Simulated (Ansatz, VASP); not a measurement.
## CdSe in VASP and in Ansatz

Contents of INCAR:

```
ALGO = Normal ; EDIFF = 1E-6
ENCUT = 520 ; GGA = CA
ISIF = 2 ; ISMEAR = -1
LASPH = True ; LCHARG = False
LREAL = False ; LWAVE = False
NBANDS = 16 ; NELM = 80
PREC = Accurate ; SIGMA = 0.03
```

File KPOINTS:

```
k-points
0
Gamma
  8 8 8
```

POSCAR

```
CdSe
1.0
    0.0000000000      2.9781630626      3.0702711986
    2.9781630626      0.0000000000      3.0702711986
    2.9781630626      2.9781630626      0.0000000000
Cd Se
1 1
Direct
    0.0000000000      0.0000000000      0.0000000000
    0.2500000000      0.2500000000      0.2500000000
```

Input for Ansatz:

```yaml
crystal:
  lattice:
    - [0.0, 2.9781630626, 3.0702711986]
    - [2.9781630626, 0.0, 3.0702711986]
    - [2.9781630626, 2.9781630626, 0.0]
  atoms:
    - { symbol: Cd, position: [0.0, 0.0, 0.0] }
    - { symbol: Se, position: [0.25, 0.25, 0.25] }
kpoints:
  mp_grid: { grid: [8, 8, 8] }
  band_path:
    path:
      - [0.0, 0.0, 0.0]
      - [0.5, 0.0, 0.5]
      - [0.75, 0.25, 0.5]
      - [0.5, 0.5, 0.5]
      - [0.0, 0.0, 0.0]
      - [0.5, 0.5, 0.0]
      - [0.6323875, 0.6323875, 0.264775]
      - [0.3676125, 0.3676125, 0.735225]
      - [0.0, 0.0, 0.0]
    npoints: 5
scf:
  occupations: { method: fermi_dirac, width: 0.03 }
hamiltonian:
  xc: lda
  pseudopotentials: { kind: all_electron, lapw: { basis_error: 0.001 } }
output:
  forces: true
  stress: true
  eigenvalues: true
```

Change from the starting cell: equal xx and yy strain of -3 %.

Alike in both runs: task single point; functional LDA; k mesh 8 × 8 × 8; occupations fermi-dirac, width 0.03 eV; no spin polarisation.

```csv
,VASP,Ansatz
version,VASP 6.6.1,Ansatz 0.2.0
potentials or method,"VASP PAW LDA potentials, release 64 (Cd, Se)","all-electron LAPW, scalar-relativistic"
plane-wave cutoff (eV),520,see its input
```

Ansatz gave:

```
pressure (GPa)                                  : -0.3
largest component of the traceless stress (GPa) : 0.41
```

Task: What did VASP give for the same quantities?

Result: Pressure (GPa): 0.2; largest component of the traceless stress (GPa): 0.40.

Ansatz ran all-electron here, so the differences hold the error of VASP's frozen core and of both bases.
